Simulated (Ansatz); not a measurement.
Crystal: MgS.

```
S Mg
1.0
     0.00000    2.83312    2.83312
     2.83312    0.00000    2.83312
     2.83312    2.83312    0.00000
S Mg
1 1
Direct
  0.25000 0.25000 0.25000
  0.00000 0.00000 0.00000
```

The cell comes from a database or a generator and needn't be the stable form of this composition.

```yaml
Program: Ansatz 0.2.0
Task: relaxation of cell and atoms
Functional: RPBE
Dispersion: D3(BJ)
Potentials_or_basis: all-electron LAPW, scalar-relativistic
Basis_error_allowed: 0.001 eV/atom
k_mesh: 8 × 8 × 8
Occupations: fermi-dirac, width 0.05 eV
Spin: no spin polarisation
```

At the start: volume 22.74 Å³/atom.

Question: Where does the relaxation end?

Answer: Over 5 steps the energy falls by 39.1 meV/atom and the volume is 20.63 Å³/atom (-9.3 %); space group F-43m (No. 216, to 0.05 Å).

The path:
```tsv
step	energy change (eV)	largest force (eV/Å)	volume (Å³)
1	0.0000	0.0000	45.48
2	-0.0697	0.0000	42.56
3	-0.0779	0.0000	41.05
4	-0.0781	0.0000	41.25
5	-0.0781	0.0000	41.25
```

Final structure:
```xyz
2
Lattice="0.0000 2.7424 2.7424 2.7424 0.0000 2.7424 2.7424 2.7424 0.0000" Properties=species:S:1:pos:R:3 pbc="T T T"
S     1.3712    1.3712    1.3712
Mg    0.0000    0.0000    0.0000
```
